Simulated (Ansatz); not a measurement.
# TaSi2 (P6_422) in Ansatz: relaxation of cell and atoms with PBEsol

Aim: the relaxation of cell and atoms of TaSi2 with PBEsol.

All numbers are computed with Ansatz 0.2.0; they aren't measurements. Logs are shortened: lines on timing, memory, paths and dates and some standing lists are left out, and cuts for length are marked.

## 1. The structure

It takes space group P6_422 (No. 181, hexagonal). The conventional cell has a = 4.784 Å, b = 4.784 Å, c = 6.570 Å, α = 90.00°, β = 90.00°, γ = 120.00°. Ta (site symmetry 222) has 10 Si at 2.61 to 2.83 Å as nearest neighbours. Si (site symmetry 2) has 5 Si at 2.56 to 2.83 Å and 5 Ta at 2.61 to 2.83 Å as nearest neighbours.

## 2. Relaxation of cell and atoms, PBEsol, target pressure 20 GPa, at which the enthalpy is minimised

The input, input.yaml:

```yaml
crystal:
  lattice:
    - [4.7839, 0.0, 0.0]
    - [-2.39195, 4.1429789292, 0.0]
    - [0.0, 0.0, 6.57]
  atoms:
    - { symbol: Ta, position: [0.0, 0.5, 0.3333333333] }
    - { symbol: Ta, position: [0.5, 0.5, 0.6666666667] }
    - { symbol: Ta, position: [0.5, 0.0, 0.0] }
    - { symbol: Si, position: [0.31794, 0.15897, 0.3333333333] }
    - { symbol: Si, position: [0.15897, 0.84103, 0.6666666667] }
    - { symbol: Si, position: [0.84103, 0.68206, 0.0] }
    - { symbol: Si, position: [0.68206, 0.84103, 0.3333333333] }
    - { symbol: Si, position: [0.84103, 0.15897, 0.6666666667] }
    - { symbol: Si, position: [0.15897, 0.31794, 0.0] }
hamiltonian:
  xc: pbesol
  pseudopotentials: { kind: paw }
kpoints:
  mp_grid: { grid: [5, 5, 3] }
scf:
  occupations: { method: fermi_dirac, width: 0.05 }
output:
  forces: true
  stress: true
  eigenvalues: true
  write_density: true
  write_potential: true
  elf: true
  volumetric_format: npy
relax:
  f_tol: 0.01
  max_steps: 40
  cell: { stress_tol: 0.05, p_target: 20.0 }
```

Potentials or basis: Ansatz PAW.

Command:

```console
> ansatz run input.yaml --threads 4 --pin off --max-ram 11264MiB --backend cpu --events-out ev --progress --plain --runs-dir out
```

Standard output:

```text
Warning: RAYON_NUM_THREADS=4 ignored (pool sized by the plan → 4); use --threads N
Engine: ansatz 0.2.0, aarch64-unknown-linux-gnu
Pseudopotentials: kind: paw
Pseudopotential: Ta, paw, valence charge 13, recommended cutoff 420 eV (normal), Ta.paw.azcp
Pseudopotential: Si, paw, valence charge 4, recommended cutoff 420 eV (normal), Si.paw.azcp
Functional definition: PBEsol
  exchange = pbesol_x
  correlation = pbesol_c
Crystal: 9 atoms, lattice volume = 130.215 Å³
Basis set: ecut = 420 eV, 2523 PW (Γ), exchange–correlation on 64×64×90 points (8 copies of the dense FFT grid, shifted against one another)
Bands: 41, of which v1, the nominal top of the filled ones, is band 32 counted from 1 (31 counted from 0)
Symmetry: 12 space group operations
Space group: P6422 (ITA 181), of the structure as read, at distance tolerance 5.1e-5 Å
k-points: 10 of 75
Non-local potential: Ta, projectors of the file, l = 0: 3, l = 1: 2, l = 2: 2, l = 3: 1
Non-local potential: Si, projectors of the file, l = 0: 2, l = 1: 2, l = 2: 2
PAW form: soft (Blöchl's): semilocal exchange-correlation on the pseudo side does not see the compensation charge
PAW frozen core: Ta, regenerated for the run's functional, and the local potential with it (the file was generated under x = pbe(κ = 0.804, μ = 0.2195149727645171), c = pbe(β = 0.06672455060314922))
PAW frozen core: Si, regenerated for the run's functional, and the local potential with it (the file was generated under x = pbe(κ = 0.804, μ = 0.2195149727645171), c = pbe(β = 0.06672455060314922))
PAW one-centre angular grid: Ta, 590 points (default); XC on 64 Gauss nodes
PAW one-centre angular grid: Si, 110 points (default); XC on 64 Gauss nodes
Initial density: superposition of atomic densities (neutral atoms: chi_scale 0, normalization atom), corrected by the library's trained network
Initial wavefunctions: pseudopotential atomic-orbital guess
Functional: x = pbesol(κ = 0.804, μ = 0.12345679012345678), c = pbesol(β = 0.046)
SCF iter   1: F=—  HF=-33153.665184 eV  |F-HF|=—  |Δ(HF+E_count)|=         —  Δρ=5.50e-3  dr2=5.80e-2  ethr=1.77e-3  ⟨swp⟩=6.7  Hψ=1911  notcnv=0  defer=6
preconditioner: auto → Resta (q_TF=auto, 2.417 Å⁻¹)  ε∞=8.7  [insulator: Δε(μ)=0.118 eV  Ē_g=7.328 eV  σ=0.050 eV  W_gap=0.51  n_scr=22 (ndim 8)  ℏωp=20.3 eV  f_vac=0.000  D(μ)=3.30/eV (n_scr^D=22)  ε∞_Penn≈8.7]
SCF iter   2: F=—  HF=-33153.656285 eV  |F-HF|=—  |Δ(HF+E_count)|=   8.90e-3  Δρ=2.74e-3  dr2=1.04e-2  ethr=9.21e-5  ⟨swp⟩=1.8  Hψ=527  notcnv=0  defer=11
preconditioner: auto → Kerker (q_TF=auto, 2.417 Å⁻¹)  [metal: Δε(μ)=0.111 eV  Ē_g=7.341 eV  σ=0.050 eV  W_gap=0.48  n_scr=22 (ndim 8)  ℏωp=20.3 eV  f_vac=0.000  D(μ)=3.39/eV (n_scr^D=22)]
[... 77 lines left out ...]
  E_nonlocal   = 211.877375
  E_hartree    = 855.770633
  E_xc         = -1002.095841
  E_vxc        = -922.403987  (∫ρ·V_xc dr)
  E_paw        = -27815.830647  (= ΣΔE_a)
  E_vpaw       = -366.956520  (= ΣTr[D̂ρ^β])
  E_aug_tail   = 0.000424  (compensation charges beyond the density's cutoff)
  E_ewald      = -4612.404297
  E_core_change = 0.830303  (= ΣΔE_core)
  E_smearing   = -0.034638  (= −TS)
  E_closure    = 0.000000  (closes the sum)
  Σ components = -33153.054506   (vs F -33153.054506, Δ=0.00e0)
--- Forces (eV/Å), atoms counted from 1 ---
  atom   1  Ta     0.00000000    -0.00000000     0.00000000
  atom   2  Ta     0.00000000     0.00000000     0.00000000
  atom   3  Ta    -0.00000000    -0.00000000    -0.00000000
  atom   4  Si    -0.00002597    -0.00001500    -0.00000000
  atom   5  Si    -0.00002597     0.00001500     0.00000000
  atom   6  Si    -0.00000000     0.00002999    -0.00000000
  atom   7  Si     0.00002597     0.00001500     0.00000000
  atom   8  Si     0.00002597    -0.00001500    -0.00000000
  atom   9  Si    -0.00000000    -0.00002999     0.00000000
  max |Σ_I F_I| component: 2.40e-16 eV/Å
--- Stress (GPa, compression-positive) ---
       19.959730      -0.000000       0.000000
       -0.000000      19.959730       0.000000
        0.000000       0.000000      19.974068
  P = ⅓ Tr σ = 19.9645 GPa (199.645 kbar)
--- Band table (eV; the first three rows and the last of 10) ---
  k-point 0: bands = ["-50.4451", "-50.4204", "-50.4204", "-17.2858", "-17.2858", "-17.2568", "-17.1840", "-17.1840", "-17.0495", "-17.0467", "-17.0181", "-17.0181", "2.7127", "6.2274", "6.2274", "9.6680", "10.4751", "10.4751", "10.9270", "10.9270", "11.9058", "12.5627", "12.5627", "13.0318", "14.0276", "14.0276", "14.2221", "14.2221", "14.3925", "14.4104", "14.4104", "15.3599", "17.4614", "20.0340", "20.0340", "20.7392", "20.8154", "20.9233", "21.1626", "21.1626", "21.3928"]
  k-point 1: bands = ["-50.4412", "-50.4314", "-50.4133", "-17.3460", "-17.2324", "-17.1977", "-17.1874", "-17.1859", "-17.0898", "-17.0618", "-17.0561", "-16.9725", "3.1795", "4.4681", "7.9114", "10.0462", "10.4357", "10.4392", "10.4642", "11.6098", "11.6385", "11.8138", "11.8963", "12.0331", "13.8098", "14.1074", "14.2083", "14.2433", "14.8183", "14.8197", "15.2223", "16.4200", "18.5572", "19.3732", "19.9552", "20.3392", "20.3624", "20.6992", "20.8173", "21.3332", "21.3725"]
  k-point 2: bands = ["-50.4429", "-50.4224", "-50.4204", "-17.3242", "-17.2948", "-17.2242", "-17.1899", "-17.1791", "-17.0574", "-17.0481", "-17.0296", "-16.9963", "3.1426", "6.4687", "6.5573", "8.2201", "9.3054", "10.2616", "10.7587", "11.8782", "12.4920", "12.6929", "12.8167", "13.1459", "13.6785", "13.8643", "14.3776", "14.4210", "14.5927", "14.6685", "14.9915", "15.1020", "17.3785", "19.1989", "19.5149", "20.0833", "20.1461", "20.4419", "20.5300", "21.0972", "21.1255"]
  k-point 9: bands = ["-50.4362", "-50.4278", "-50.4215", "-17.3364", "-17.3250", "-17.2710", "-17.1774", "-17.1285", "-17.0901", "-17.0512", "-17.0032", "-16.9925", "5.3517", "6.1914", "6.2987", "7.1437", "8.1938", "9.2496", "10.1942", "10.9967", "12.0849", "12.8777", "13.3143", "13.6326", "13.8861", "14.2603", "14.3134", "14.3905", "15.1148", "15.9352", "16.4855", "16.7814", "17.9880", "18.9008", "18.9248", "19.5170", "19.7009", "19.8437", "20.1090", "20.4628", "20.7485"]
--- Relaxed structure (6 steps of the walk, 6 accepted, 1 SCFs on fresh bases) ---
  F+E_penalty+E_count = -33153.05450597 eV   max|allowed force component| = 2.999e-5 eV/Å   (the final SCF, on the basis selected at the relaxed cell)
  cell:  # Å, volume = 118.2276 Å³
    - [4.6174006912397125, 9.813150911331889e-34, 5.3289636090234676e-18]
    - [-2.3087003456198563, 3.998786298065419, -1.3336880407653049e-17]
    - [7.318566632064565e-18, -1.692445460650205e-17, 6.4031441748932485]
  atoms:
    - { symbol: Ta, position: [-2.7578508332186632e-17, 0.49999999999999994, 0.33333333333333326] }
    - { symbol: Ta, position: [0.5, 0.49999999999999994, 0.6666666666666665] }
    - { symbol: Ta, position: [0.5, -1.1721812526532029e-20, -5.296307347064899e-34] }
    - { symbol: Si, position: [0.3190350736985762, 0.15951753684928807, 0.33333333333333326] }
    - { symbol: Si, position: [0.159517536849288, 0.8404824631507117, 0.6666666666666665] }
    - { symbol: Si, position: [0.8404824631507118, 0.6809649263014237, -5.111044637974457e-20] }
    - { symbol: Si, position: [0.6809649263014237, 0.8404824631507117, 0.33333333333333326] }
    - { symbol: Si, position: [0.8404824631507118, 0.15951753684928807, 0.6666666666666665] }
    - { symbol: Si, position: [0.15951753684928807, 0.31903507369857614, 5.111044637974467e-20] }
```

v_z.tsv:

```text
# z_ang	v_es[eV]	v_tot[eV]
# format = ansatz-planar-average/11
# xc	pbesol
# density_cutoff_ev	1680
# datasets	Ta=:simpson_from_first_knot:soft:shift=-1016877	Si=:simpson_from_first_knot:soft:shift=-540422
# lattice	4.617400691	0.000000000	0.000000000
# lattice	-2.308700346	3.998786298	-0.000000000
# lattice	0.000000000	-0.000000000	6.403144175
# sites	9
# site	73	-1.154350173	1.999393149	2.134381392
# site	73	1.154350173	1.999393149	4.268762783
# site	73	2.308700346	-0.000000000	0.000000000
# site	14	1.104834577	0.637876541	2.134381392
# site	14	-1.203865768	3.360909757	4.268762783
# site	14	2.308700346	2.723033217	-0.000000000
# site	14	1.203865768	3.360909757	2.134381392
# site	14	3.512566114	0.637876541	4.268762783
# site	14	0.000000000	1.275753081	-0.000000000
0.000000	-3.894423e0	-1.830287e1
0.142292	-3.067676e0	-1.732642e1
0.284584	-7.481491e-1	-1.456789e1
0.426876	2.641703e0	-1.050126e1
0.569168	6.465820e0	-5.942828e0
0.711460	9.978769e0	-1.858261e0
[... 37 lines left out ...]
6.118560	-7.481491e-1	-1.456789e1
6.260852	-3.067676e0	-1.732642e1
```

It took 10 s on 4 threads of Arm Neoverse V2, shared host; peak memory 0.45 GiB.

Results:

| Property | Result |
| --- | --- |
| Free energy | -33153.0545 eV |
| Relaxed volume | 13.14 Å³/atom |
| Relaxed cell | a = 4.617 Å, b = 4.617 Å, c = 6.403 Å, α = 90.00°, β = 90.00°, γ = 120.00° |
| Space group after relaxing (to 0.05 Å) | P6_422 (No. 181) |
| Energy change on relaxing (the enthalpy is what falls) | +66.7 meV/atom |
| Ionic steps | 7 |
| Pressure after relaxing | 20.0 GPa |
| Band gap on the k mesh | none (metal or under the smearing width) |

Step by step:
```tsv
step	energy change (eV)	largest force (eV/Å)	volume (Å³)
1	0.0000	0.0146	130.21
2	1.3454	0.2653	113.63
3	0.5159	0.0452	118.92
4	0.5608	0.0592	118.54
5	0.5956	0.0024	118.25
6	0.5980	0.0001	118.23
7	0.6003	0.0000	118.23
```

Final structure:
```
CELL_PARAMETERS angstrom
4.61740 0.00000 0.00000
-2.30870 3.99879 0.00000
0.00000 0.00000 6.40314
ATOMIC_POSITIONS crystal
Ta 0.00000 0.50000 0.33333
Ta 0.50000 0.50000 0.66667
Ta 0.50000 0.00000 0.00000
Si 0.31904 0.15952 0.33333
Si 0.15952 0.84048 0.66667
Si 0.84048 0.68096 0.00000
Si 0.68096 0.84048 0.33333
Si 0.84048 0.15952 0.66667
Si 0.15952 0.31904 0.00000
```

Levels at points of the mesh, in eV from the Fermi level:
```tsv
k point	band 29	band 30	band 31	band 32	band 33	band 34	band 35	band 36
(0.00, 0.00, 0.00)	-2.37	-2.35	-2.35	-1.40	0.70	3.27	3.27	3.98
```

Caveat: the plane-wave basis is chosen anew once the cell has moved, so the energies of steps on either side of that aren't comparable; the PAW data sets come from PBE, with cores solved anew for the run's functional, which leaves a small shift of forces and pressure.
